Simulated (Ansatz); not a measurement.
Wanted: the native input for an Ansatz 0.2.0 run.

* Task: band structure
* Functional: HSE03
* Potentials or basis: Ansatz PAW
* Cutoff: 420 eV (not typed: the program's choice for these potentials)
* k mesh: 4 × 4 × 4
* Occupations: fermi-dirac, width 0.05 eV
* Spin: no spin polarisation
* Path: [["G", "X", "W", "K", "G", "L", "U", "W", "L", "K"], ["U", "X"]]
* Points for each segment of the path: 4

The system is Al2Au.

```
Au Al
1.0
     0.00000    3.00000    3.00000
     3.00000    0.00000    3.00000
     3.00000    3.00000    0.00000
Au Al
1 2
Direct
  0.00000 0.00000 0.00000
  0.75000 0.75000 0.75000
  0.25000 0.25000 0.25000
```

One way to write it, as run:

input.yaml

```yaml
crystal:
  lattice:
    - [0.0, 3.0, 3.0]
    - [3.0, 0.0, 3.0]
    - [3.0, 3.0, 0.0]
  atoms:
    - { symbol: Au, position: [0.0, 0.0, 0.0] }
    - { symbol: Al, position: [0.75, 0.75, 0.75] }
    - { symbol: Al, position: [0.25, 0.25, 0.25] }
hamiltonian:
  xc: { exchange: pbe, correlation: pbe, exx: { coeff: 0.25, omega: 0.3 } }
  pseudopotentials: { kind: paw }
kpoints:
  mp_grid: { grid: [4, 4, 4] }
  band_path:
    path:
      - [[0.0, 0.0, 0.0], [0.5, 0.0, 0.5], [0.5, 0.25, 0.75], [0.375, 0.375, 0.75], [0.0, 0.0, 0.0], [0.5, 0.5, 0.5], [0.625, 0.25, 0.625], [0.5, 0.25, 0.75], [0.5, 0.5, 0.5], [0.375, 0.375, 0.75]]
      - [[0.625, 0.25, 0.625], [0.5, 0.0, 0.5]]
    npoints: 4
scf:
  occupations: { method: fermi_dirac, width: 0.05 }
  n_extra_bands: 7
output:
  forces: true
  stress: true
  eigenvalues: true
  fatbands: false
  write_density: true
  write_potential: true
  elf: true
  volumetric_format: npy
```

Potentials or basis: Ansatz PAW.

Launch:

```bash
$ ansatz run input.yaml --threads 2 --pin off --max-ram 5632MiB --backend cpu --events-out ev --progress --plain --runs-dir out
```

It gave:

```json
{"Pressure": "0.5 GPa", "Band gap on the k mesh": "none (metal or under the smearing width)"}
```

Caveat: the k mesh is coarse (spacing up to 0.45 Å⁻¹), so the values aren't converged, least of all with exact exchange; spin-orbit coupling is left out, which moves the levels of the heavy elements; the PAW data sets come from PBE, with cores solved anew for the run's functional, which leaves a small shift of forces and pressure; the thresholds are loose for stress.

It took 110 s on 2 threads of Intel(R) Xeon(R) Platinum 8259CL CPU @ 2.50GHz (Skylake/Cascade Lake), with other jobs on the host, peak memory 0.71 GiB.
